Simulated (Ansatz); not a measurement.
# Stress against strain in Rh

```
CELL_PARAMETERS angstrom
0.00000 1.90155 1.90155
1.90155 0.00000 1.90155
1.90155 1.90155 0.00000
ATOMIC_POSITIONS crystal
Rh 0.00000 0.00000 0.00000
```

The conventional cell has a = 3.803 Å, b = 3.803 Å, c = 3.803 Å, α = 90.00°, β = 90.00°, γ = 90.00°. Around Rh (atom 1) lie 12 Rh at 2.69 Å.

The geometry is COD entry 9008482, unchecked; take it as a test cell.

Theory: DFT, PBE, all-electron LAPW, scalar-relativistic (Ansatz 0.2.0).

The runs use a Γ-centred 16×16×16 k mesh, Fermi–Dirac smearing of 0.08 eV, basis error target 1 meV/atom, no spin polarisation.

The strain is applied along the Cartesian axes of the cell as listed (γ is the engineering shear, twice εxy = εyz = εzx). Fractional coordinates are held (clamped ions).

σ is the change of stress from the unstrained cell, which is at 5.98 GPa; tension is positive, so slopes are stress–strain coefficients at that pressure. In a metal the k mesh adds noise.

Only quantities that a quadratic follows smoothly over the whole series are listed; rougher ones are left out.

| γ | σxy (GPa) |
| --- | --- |
| -0.0300 | -6.08 |
| -0.0200 | -4.05 |
| 0.0000 | 0.00 |
| 0.0100 | 1.99 |
| 0.0200 | 3.95 |
| 0.0300 | 5.91 |

**Question.** Fit the series and read off the stiffness at zero strain.

**Answer.** Least-squares fits y = p0 + p1 x + p2 x² to the rows give σxy (GPa): p1 = 200, p2 = -93. So C44 (clamped ions) = 200 GPa.

**Question.** One run, at γ = -0.0100, is withheld. Predict its row.

**Answer.** The fits give -2.01; the run gave -2.02.
